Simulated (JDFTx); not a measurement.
# HgTe (Coloradoite): equation of state with LDA

**The experiment to reproduce.**

A printed reference work, monograph reports, for a bulk crystal of HgTe: bulk modulus 43 GPa.

The system is HgTe (Coloradoite).

```
Hg Te
1.0
     0.00000    3.21450    3.21450
     3.21450    0.00000    3.21450
     3.21450    3.21450    0.00000
Hg Te
1 1
Direct
  0.00000 0.00000 0.00000
  0.75000 0.75000 0.75000
```

| Property | Result |
| --- | --- |
| Program | JDFTx 1.7.0 (patched build) |
| Task | equation of state |
| Functional | LDA |
| Potentials or basis | PseudoDojo-SR-LDA-0.4.1-standard |
| Cutoff | 1088 eV |
| Density cutoff | 8708 eV |
| k mesh | 7 × 7 × 7 |
| Occupations | fermi-dirac, width 0.05 eV |
| Spin | no spin polarisation |

```
Equilibrium volume                      : 33.36 Å³/atom
Bulk modulus                            : 48 GPa
Pressure derivative of the bulk modulus : 5.1
```

Energy against volume, from the lowest point:
```tsv
volume (Å³/atom)	energy (meV/atom)
31.223	23.07
31.887	10.43
32.551	2.94
33.215	0.00
33.880	1.10
34.544	5.75
35.208	13.57
```

A measured bulk modulus of HgTe is 43 GPa (a printed reference work, monograph); the calculated 48 GPa misses it by +10.5 %. The fit is for a static lattice scaled at fixed shape and fixed fractional positions.

The run has no spin-orbit coupling, so splittings on Hg, Te are missing.
